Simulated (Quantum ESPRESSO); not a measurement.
# CdSe (Fm-3m) in Quantum ESPRESSO: equation of state

Aim: energy against volume of CdSe in PBE, for its equilibrium volume and stiffness.

All numbers are computed with Quantum ESPRESSO 7.5; they aren't measurements. Logs are shortened: lines on timing, memory, paths and dates and some standing lists are left out, and cuts for length are marked.

**1. The structure**

The structure is cubic, space group Fm-3m (No. 225). Conventional cell: a = 5.748 Å, b = 5.748 Å, c = 5.748 Å, α = 90.00°, β = 90.00°, γ = 90.00°. Around Cd (site symmetry m-3m) lie 6 Se at 2.87 Å. Se (site symmetry m-3m) is surrounded by 6 Cd at 2.87 Å.

Measurements of this composition are mostly on another form, of space group No. 186.

**2. Single point, PBE, 22.31 Å³/atom**

Contents of pw.in:

```
&CONTROL
  calculation = 'scf'
  prefix = 'pwscf'
  outdir = './tmp'
  pseudo_dir = './pseudo'
  tprnfor = .true.
  tstress = .true.
  disk_io = 'nowf'
/
&SYSTEM
  ibrav = 0
  nat = 2
  ntyp = 2
  ecutwfc = 60
  ecutrho = 480
  nbnd = 15
  occupations = 'smearing'
  smearing = 'fd'
  degauss = 0.00367493
/
&ELECTRONS
  conv_thr = 4d-10
  electron_maxstep = 120
  mixing_beta = 0.5
/
ATOMIC_SPECIES
Cd   112.4140 Cd.pbe-dn-rrkjus_psl.0.3.1.UPF
Se    78.9710 Se_pbe_v1.uspp.F.UPF
CELL_PARAMETERS angstrom
   0.0000000000    2.8152893338    2.8152893338
   2.8152893338    0.0000000000    2.8152893338
   2.8152893338    2.8152893338    0.0000000000
ATOMIC_POSITIONS crystal
Cd     0.0000000000    0.0000000000    0.0000000000
Se     0.5000000000    0.5000000000    0.5000000000
K_POINTS automatic
8 8 8 0 0 0
```

Potentials or basis: SSSP 1.3 efficiency PBE.

Command:

```console
$ OMP_NUM_THREADS=1 pw.x -in pw.in > pw.out
```

pw.out:

```text
This program is part of the open-source Quantum ESPRESSO suite
     for quantum simulation of materials; please cite
         "P. Giannozzi et al., J. Phys.:Condens. Matter 21 395502 (2009);
         "P. Giannozzi et al., J. Phys.:Condens. Matter 29 465901 (2017);
         "P. Giannozzi et al., J. Chem. Phys. 152 154105 (2020);
     in publications or presentations arising from this work. More details at

     file Cd.pbe-dn-rrkjus_psl.0.3.1.UPF: wavefunction(s)  4D renormalized
     Message from routine setup:
     using ibrav=0 with symmetry is DISCOURAGED, use correct ibrav instead

     Subspace diagonalization in iterative solution of the eigenvalue problem:
     a serial algorithm will be used

     G-vector sticks info
     --------------------
     sticks:   dense  smooth     PW     G-vecs:    dense   smooth      PW
     Sum        1891     931    283                53497    18907    3119

     Using Slab Decomposition

     bravais-lattice index     =            0
     lattice parameter (alat)  =       7.5238  a.u.
     unit-cell volume          =     301.1589 (a.u.)^3
     number of atoms/cell      =            2
     number of atomic types    =            2
     number of electrons       =        18.00
     number of Kohn-Sham states=           15
     kinetic-energy cutoff     =      60.0000  Ry
     charge density cutoff     =     480.0000  Ry
     scf convergence threshold =      4.0E-10
     mixing beta               =       0.5000
     number of iterations used =            8  plain     mixing
     Exchange-correlation= SLA  PW   PBE  PBE
                           (   1   4   3   4   0   0   0)

     celldm(1)=   7.523794  celldm(2)=   0.000000  celldm(3)=   0.000000
     celldm(4)=   0.000000  celldm(5)=   0.000000  celldm(6)=   0.000000

     crystal axes: (cart. coord. in units of alat)
               a(1) = (   0.000000   0.707107   0.707107 )
               a(2) = (   0.707107   0.000000   0.707107 )
               a(3) = (   0.707107   0.707107   0.000000 )

     reciprocal axes: (cart. coord. in units 2 pi/alat)
               b(1) = ( -0.707107  0.707107  0.707107 )
               b(2) = (  0.707107 -0.707107  0.707107 )
               b(3) = (  0.707107  0.707107 -0.707107 )

     PseudoPot. # 1 for Cd read from file:
     Cd.pbe-dn-rrkjus_psl.0.3.1.UPF
     Pseudo is Ultrasoft + core correction, Zval = 12.0
     Generated using "atomic" code by A. Dal Corso  v.5.0.99 svn rev. 10869
     Using radial grid of 1239 points,  6 beta functions with:
                l(1) =   0
                l(2) =   0
                l(3) =   1
                l(4) =   1
                l(5) =   2
                l(6) =   2
     Q(r) pseudized with 0 coefficients

     PseudoPot. # 2 for Se read from file:
     Se_pbe_v1.uspp.F.UPF
     Pseudo is Ultrasoft + core correction, Zval =  6.0
     Generated by new atomic code, or converted to UPF format
     Using radial grid of  877 points,  6 beta functions with:
                l(1) =   0
                l(2) =   0
                l(3) =   1
                l(4) =   1
                l(5) =   2
                l(6) =   2
     Q(r) pseudized with  8 coefficients,  rinner =    1.300   1.300   1.300
                                                       1.300   1.300

     atomic species   valence    mass     pseudopotential
     Cd               12.00   112.41400     Cd( 1.00)
     Se                6.00    78.97100     Se( 1.00)

     48 Sym. Ops., with inversion, found

   Cartesian axes

     site n.     atom                  positions (alat units)
         1        Cd     tau(   1) = (   0.0000000   0.0000000   0.0000000  )
         2        Se     tau(   2) = (   0.7071068   0.7071068   0.7071068  )

     number of k points=    29  Fermi-Dirac smearing, width (Ry)=  0.0037
                       cart. coord. in units 2pi/alat
        k(    1) = (   0.0000000   0.0000000   0.0000000), wk =   0.0039062
        k(    2) = (   0.0883883   0.0883883  -0.0883883), wk =   0.0312500
        k(    3) = (   0.1767767   0.1767767  -0.1767767), wk =   0.0312500
        k(    4) = (   0.2651650   0.2651650  -0.2651650), wk =   0.0312500
        k(    5) = (  -0.3535534  -0.3535534   0.3535534), wk =   0.0156250
        k(    6) = (   0.1767767   0.0000000   0.0000000), wk =   0.0234375
[... 21 lines left out ...]
        k(   28) = (  -0.7071068   0.1767767   0.0000000), wk =   0.0468750
        k(   29) = (  -0.7071068   0.3535534   0.0000000), wk =   0.0234375

     Dense  grid:    53497 G-vectors     FFT dimensions: (  54,  54,  54)

     Smooth grid:    18907 G-vectors     FFT dimensions: (  40,  40,  40)

     Initial potential from superposition of free atoms

     starting charge      17.9950, renormalised to      18.0000
     Starting wfcs are   13 randomized atomic wfcs +    2 random wfcs

     Self-consistent Calculation

     iteration #  1     ecut=    60.00 Ry     beta= 0.50
     Davidson diagonalization with overlap
     ethr =  1.00E-02,  avg # of iterations =  5.1

     Threshold (ethr) on eigenvalues was too large:
     Diagonalizing with lowered threshold

     Davidson diagonalization with overlap
     ethr =  2.32E-04,  avg # of iterations =  3.1

     total energy              =    -165.90854209 Ry
     estimated scf accuracy    <       0.04282793 Ry

     iteration #  2     ecut=    60.00 Ry     beta= 0.50
     Davidson diagonalization with overlap
     ethr =  2.38E-04,  avg # of iterations =  2.0
[... 36 lines left out ...]
     total energy              =    -165.91736743 Ry
     estimated scf accuracy    <       0.00000001 Ry

     iteration #  8     ecut=    60.00 Ry     beta= 0.50
     Davidson diagonalization with overlap
     ethr =  5.90E-11,  avg # of iterations =  8.5

     End of self-consistent calculation

          k = 0.0000 0.0000 0.0000 (  2421 PWs)   bands (ev):

    -5.1688   0.1683   0.1683   0.1856   0.1856   0.1856   7.3967   7.3967
     7.3967   8.4349  16.8478  16.8478  16.8478  18.1941  18.1941

          k = 0.0884 0.0884-0.0884 (  2361 PWs)   bands (ev):

    -5.0437   0.1280   0.1280   0.1728   0.2081   0.2081   5.9919   7.4859
     7.4859   9.8041  15.5336  16.3603  16.3603  17.6792  17.6793

          k = 0.1768 0.1768-0.1768 (  2370 PWs)   bands (ev):
[... 6 lines left out ...]
    -4.3113  -0.0658  -0.0658   0.0313   0.3281   0.3281   3.2877   7.9775
     7.9775  11.2053  13.7728  13.7728  14.4355  18.5299  19.9114

          k =-0.3536-0.3536 0.3536 (  2362 PWs)   bands (ev):

    -4.1190  -0.1042  -0.1042  -0.0342   0.3535   0.3535   2.8853   8.0997
     8.0997  11.0875  13.3566  13.3566  14.5108  19.6142  21.1240

          k = 0.1768 0.0000 0.0000 (  2361 PWs)   bands (ev):

    -5.0076   0.0803   0.1664   0.1818   0.2092   0.2092   6.1256   7.1744
     7.1744  10.3036  15.2033  15.6306  16.5462  16.5462  19.4668

          k = 0.2652 0.0884-0.0884 (  2359 PWs)   bands (ev):

    -4.7593   0.0091   0.1299   0.1432   0.2459   0.2724   4.9325   7.0905
     7.3368  11.3441  13.7037  14.9576  16.0388  17.0162  19.4278

          k = 0.3536 0.1768-0.1768 (  2367 PWs)   bands (ev):
[... 11 lines left out ...]
    -4.1973  -0.0807  -0.0333   0.0763   0.3324   0.3654   3.2060   6.8808
     8.0133  11.8659  12.6644  13.7585  15.6360  19.1762  19.5829

          k =-0.0884-0.2652 0.2652 (  2366 PWs)   bands (ev):

    -4.5120  -0.0374   0.0131   0.1332   0.2742   0.3295   4.0537   6.7050
     8.1162  11.9538  13.3115  14.1645  15.0541  18.0778  18.9846

          k = 0.0000-0.1768 0.1768 (  2349 PWs)   bands (ev):

    -4.8541   0.0479   0.0953   0.1604   0.2233   0.2629   5.1788   6.9174
     7.8772  10.9457  14.7376  15.1143  15.2938  17.2475  18.9718

          k = 0.3536 0.0000 0.0000 (  2333 PWs)   bands (ev):

    -4.6424   0.0402   0.1200   0.2144   0.2789   0.2789   5.0828   6.6229
     6.6229  10.6297  14.3511  14.4546  16.9109  16.9109  20.9609

          k = 0.4419 0.0884-0.0884 (  2371 PWs)   bands (ev):

    -4.4172   0.1020   0.1412   0.1664   0.3386   0.3461   4.2768   6.4310
     6.5075   9.9115  14.1511  15.1577  16.6966  17.7807  21.6008

          k =-0.1768-0.5303 0.5303 (  2358 PWs)   bands (ev):

    -4.2043   0.0710   0.0908   0.2075   0.3762   0.4527   3.5562   5.8735
     6.7828  10.1302  14.0310  15.8178  15.9175  18.4240  21.6985

          k =-0.0884-0.4419 0.4419 (  2362 PWs)   bands (ev):

    -4.1376  -0.0144   0.0579   0.1979   0.3541   0.4802   3.5143   5.3730
     7.3457  10.8321  13.9034  14.9211  16.1020  19.0031  19.7948

          k = 0.0000-0.3536 0.3536 (  2369 PWs)   bands (ev):

    -4.2703  -0.0544   0.0093   0.1647   0.3084   0.4088   3.8417   5.5963
     7.9322  11.8596  13.3610  14.2487  15.1977  18.5039  21.0813

          k = 0.5303 0.0000 0.0000 (  2377 PWs)   bands (ev):

    -4.3557   0.0736   0.2472   0.3694   0.3694   0.4712   4.2440   6.0611
     6.0611   8.4664  13.7585  16.9168  18.0252  18.0252  21.9774

          k =-0.0884-0.6187 0.6187 (  2368 PWs)   bands (ev):

    -4.2551   0.0726   0.2056   0.3630   0.3989   0.7754   3.8731   5.3298
     6.0879   8.5917  13.8746  17.2112  17.7692  18.6188  22.4500

          k = 0.0000-0.5303 0.5303 (  2330 PWs)   bands (ev):

    -4.1658   0.0904   0.0997   0.2964   0.3850   0.7390   4.2226   4.2564
     6.5750   9.6274  14.4373  16.4886  16.8726  17.9231  20.7147

          k =-0.7071 0.0000 0.0000 (  2346 PWs)   bands (ev):

    -4.2744   0.0544   0.2608   0.4142   0.4142   0.9904   3.6297   5.8262
     5.8262   7.6397  13.5302  18.2492  18.8459  18.8459  22.9197

          k = 0.3536 0.1768 0.0000 (  2363 PWs)   bands (ev):

    -4.5164   0.0016   0.0893   0.1326   0.2835   0.3378   4.3786   6.3059
     7.5076  11.3958  13.4737  14.6650  15.6958  17.5015  20.8515

          k =-0.2652-0.4419 0.6187 (  2369 PWs)   bands (ev):

    -4.2503  -0.0000   0.0632   0.1327   0.3348   0.4045   3.6591   6.0133
     7.2767  11.4220  13.0551  15.0791  15.6208  18.4679  21.0085

          k =-0.1768-0.3536 0.5303 (  2378 PWs)   bands (ev):
[... 6 lines left out ...]
    -4.2720   0.1005   0.1329   0.2642   0.3700   0.5167   4.0081   5.7073
     6.1553   9.7379  14.2808  15.2016  17.2921  18.4736  22.0991

          k =-0.0884-0.4419 0.6187 (  2358 PWs)   bands (ev):

    -4.1615   0.0521   0.1284   0.2437   0.3941   0.6891   3.8923   5.0351
     5.9774  10.5383  14.2299  15.3052  16.5969  19.0709  20.8274

          k = 0.0000-0.3536 0.5303 (  2357 PWs)   bands (ev):

    -4.1502  -0.0005   0.1392   0.1849   0.3723   0.5823   3.8875   4.9351
     6.5505  11.3090  13.4454  15.5573  15.9819  19.5279  19.5301

          k =-0.7071 0.1768 0.0000 (  2370 PWs)   bands (ev):

    -4.2114   0.0867   0.1623   0.3341   0.4142   0.8961   3.9325   5.1959
     5.4616   9.2293  14.1235  16.5278  17.3735  19.3045  21.9280

          k =-0.7071 0.3536 0.0000 (  2352 PWs)   bands (ev):

    -4.1447   0.0381   0.1880   0.1880   0.4143   0.8260   4.6680   4.6680
     4.8762  11.2290  14.0586  15.6163  15.6163  20.4820  20.4820

     the Fermi energy is     8.2325 ev

!    total energy              =    -165.91736747 Ry
     estimated scf accuracy    <          1.1E-10 Ry
     smearing contrib. (-TS)   =      -0.00017463 Ry
     internal energy E=F+TS    =    -165.91719284 Ry

     The total energy is F=E-TS. E is the sum of the following terms:
     one-electron contribution =     -33.55035855 Ry
     hartree contribution      =      32.61818299 Ry
     xc contribution           =     -72.67547938 Ry
     ewald contribution        =     -92.30953790 Ry

     convergence has been achieved in   8 iterations

     Forces acting on atoms (cartesian axes, Ry/au):

     atom    1 type  1   force =    -0.00000000    0.00000000   -0.00000000
     atom    2 type  2   force =     0.00000000   -0.00000000    0.00000000

     Total force =     0.000000     Total SCF correction =     0.000000

     Computing stress (Cartesian axis) and pressure

          total   stress  (Ry/bohr**3)                   (kbar)     P=       39.71
   0.00026992  -0.00000000  -0.00000000           39.71       -0.00       -0.00
  -0.00000000   0.00026992  -0.00000000           -0.00       39.71       -0.00
  -0.00000000  -0.00000000   0.00026992           -0.00       -0.00       39.71

=------------------------------------------------------------------------------=
   JOB DONE.
=------------------------------------------------------------------------------=
```

Run time: 20 s. Hardware: 1 thread of Intel Xeon 6975P-C (Granite Rapids), shared host; peak memory 0.25 GiB.

What came out:

| Quantity | Value |
| --- | --- |
| Free energy | -2257.4208 eV |
| Pressure | 4.0 GPa |
| Band gap on the k mesh | none (metal or under the smearing width) |

**3. Single point, PBE, 22.79 Å³/atom**

Edit pw.in of step 2 so:

```diff
@@ -29,5 +29,5 @@
 CELL_PARAMETERS angstrom
-   0.0000000000    2.8152893338    2.8152893338
-   2.8152893338    0.0000000000    2.8152893338
-   2.8152893338    2.8152893338    0.0000000000
+   0.0000000000    2.8351159683    2.8351159683
+   2.8351159683    0.0000000000    2.8351159683
+   2.8351159683    2.8351159683    0.0000000000
 ATOMIC_POSITIONS crystal
```

Potentials or basis: SSSP 1.3 efficiency PBE.

Command:

```console
$ OMP_NUM_THREADS=1 pw.x -in pw.in > pw.out
```

It took 20 s on 1 thread of Intel Xeon 6975P-C (Granite Rapids), shared host; peak memory 0.26 GiB.

It converged, with:

- Free energy: -2257.4399 eV
- Pressure: 2.4 GPa
- Band gap on the k mesh: none (metal or under the smearing width)

**4. Single point, PBE, 23.26 Å³/atom**

Edit pw.in of step 3 so:

```diff
@@ -29,5 +29,5 @@
 CELL_PARAMETERS angstrom
-   0.0000000000    2.8351159683    2.8351159683
-   2.8351159683    0.0000000000    2.8351159683
-   2.8351159683    2.8351159683    0.0000000000
+   0.0000000000    2.8546691101    2.8546691101
+   2.8546691101    0.0000000000    2.8546691101
+   2.8546691101    2.8546691101    0.0000000000
 ATOMIC_POSITIONS crystal
```

Command:

```console
$ OMP_NUM_THREADS=1 pw.x -in pw.in > pw.out
```

Wall time 20 s (1 thread of Intel Xeon 6975P-C (Granite Rapids), shared host); peak memory 0.26 GiB.

It converged, with:

```
Free energy            : -2257.4501 eV
Pressure               : 1.0 GPa
Band gap on the k mesh : none (metal or under the smearing width)
```

**5. Single point, PBE, 23.74 Å³/atom**

Edit pw.in of step 4 so:

```diff
@@ -29,5 +29,5 @@
 CELL_PARAMETERS angstrom
-   0.0000000000    2.8546691101    2.8546691101
-   2.8546691101    0.0000000000    2.8546691101
-   2.8546691101    2.8546691101    0.0000000000
+   0.0000000000    2.8739580000    2.8739580000
+   2.8739580000    0.0000000000    2.8739580000
+   2.8739580000    2.8739580000    0.0000000000
 ATOMIC_POSITIONS crystal
```

Command:

```console
$ OMP_NUM_THREADS=1 pw.x -in pw.in > pw.out
```

It took 21 s on 1 thread of Intel Xeon 6975P-C (Granite Rapids), shared host; peak memory 0.27 GiB.

The run converged. Its results:

* Free energy: -2257.4526 eV
* Pressure: -0.3 GPa
* Band gap on the k mesh: none (metal or under the smearing width)

**6. Single point, PBE, 24.21 Å³/atom**

Edit pw.in of step 5 so:

```diff
@@ -29,5 +29,5 @@
 CELL_PARAMETERS angstrom
-   0.0000000000    2.8739580000    2.8739580000
-   2.8739580000    0.0000000000    2.8739580000
-   2.8739580000    2.8739580000    0.0000000000
+   0.0000000000    2.8929913891    2.8929913891
+   2.8929913891    0.0000000000    2.8929913891
+   2.8929913891    2.8929913891    0.0000000000
 ATOMIC_POSITIONS crystal
```

Potentials or basis: SSSP 1.3 efficiency PBE.

Command:

```console
$ OMP_NUM_THREADS=1 pw.x -in pw.in > pw.out
```

Wall time 23 s (1 thread of Intel Xeon 6975P-C (Granite Rapids), shared host); peak memory 0.27 GiB.

Results (log left out):

| Item | Value |
| --- | --- |
| Free energy | -2257.4480 eV |
| Pressure | -1.4 GPa |
| Band gap on the k mesh | none (metal or under the smearing width) |

**7. Single point, PBE, 24.69 Å³/atom**

Edit pw.in of step 6 so:

```diff
@@ -29,5 +29,5 @@
 CELL_PARAMETERS angstrom
-   0.0000000000    2.8929913891    2.8929913891
-   2.8929913891    0.0000000000    2.8929913891
-   2.8929913891    2.8929913891    0.0000000000
+   0.0000000000    2.9117775739    2.9117775739
+   2.9117775739    0.0000000000    2.9117775739
+   2.9117775739    2.9117775739    0.0000000000
 ATOMIC_POSITIONS crystal
```

Command:

```console
$ OMP_NUM_THREADS=1 pw.x -in pw.in > pw.out
```

It took 26 s on 1 thread of Intel Xeon 6975P-C (Granite Rapids), shared host; peak memory 0.28 GiB.

The run converged. Its results:

* Free energy: -2257.4372 eV
* Pressure: -2.4 GPa
* Band gap on the k mesh: none (metal or under the smearing width)

**8. Single point, PBE, 25.16 Å³/atom**

Edit pw.in of step 7 so:

```diff
@@ -29,5 +29,5 @@
 CELL_PARAMETERS angstrom
-   0.0000000000    2.9117775739    2.9117775739
-   2.9117775739    0.0000000000    2.9117775739
-   2.9117775739    2.9117775739    0.0000000000
+   0.0000000000    2.9303244279    2.9303244279
+   2.9303244279    0.0000000000    2.9303244279
+   2.9303244279    2.9303244279    0.0000000000
 ATOMIC_POSITIONS crystal
```

Command:

```console
$ OMP_NUM_THREADS=1 pw.x -in pw.in > pw.out
```

Run time: 27 s. Hardware: 1 thread of Intel Xeon 6975P-C (Granite Rapids), shared host; peak memory 0.28 GiB.

Results (log left out):

```yaml
Free_energy: -2257.4208 eV
Pressure: -3.3 GPa
Band_gap_on_the_k_mesh: none (metal or under the smearing width)
```

**9. Equation of state, PBE**

Potentials or basis: SSSP 1.3 efficiency PBE.

No new run: the results of the series are fitted here.

What came out:

```yaml
Equilibrium_volume: 23.66 Å³/atom
Bulk_modulus: 60 GPa
Pressure_derivative_of_the_bulk_modulus: 4.7
```

Energy against volume, from the lowest point:
```tsv
volume (Å³/atom)	energy (meV/atom)
22.314	15.88
22.788	6.33
23.263	1.20
23.738	0.00
24.213	2.28
24.687	7.69
25.162	15.89
```
